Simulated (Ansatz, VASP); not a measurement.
AlN in VASP and in Ansatz

```
Al N
1.0
     0.00000   -2.20157   -2.20157
    -2.20157    0.00000   -2.20157
     2.20157    2.20157   -4.40314
Al N
2 2
Direct
  0.99188 0.03622 0.00000
  0.50812 0.46378 0.50000
  0.36772 0.40746 0.87500
  0.88228 0.84254 0.37500
```

Change from the starting cell: mode 4 frozen in at -0.102 Å and mode 10 at +0.000 Å (largest displacements).

Alike in both runs: task single point; functional PBE; k mesh 6 × 6 × 6; occupations gaussian, width 0.05 eV; no spin polarisation.

|  | VASP | Ansatz |
| --- | --- | --- |
| version | VASP 6.6.1 | Ansatz 0.2.0 |
| potentials or method | VASP PAW PBE potentials, release 64 (Al, N) | scalar-relativistic, plane waves, PAW |
| plane-wave cutoff (eV) | 520 | 520 |
| valence electrons in the cell | 16 | 16 |

|  | VASP | Ansatz | Ansatz less VASP |
| --- | --- | --- | --- |
| gap on the k mesh at the Fermi level (eV) | 3.24 | 3.24 | +0.007 |
| least direct gap on the mesh (eV) | 3.73 | 3.74 | +0.005 |
| pressure (GPa) | -0.6 | -0.3 | +0.25 |
| largest component of the traceless stress (GPa) | 0.85 | 0.85 | -0.001 |
| rms of the force components (eV/Å) | 0.237 | 0.235 | -0.0010 |

Atom by atom the forces differ by 0.001 eV/Å (rms over components). The functional is the same, so the differences come from potentials, cutoffs and numerics.

A k mesh can miss the band edges.
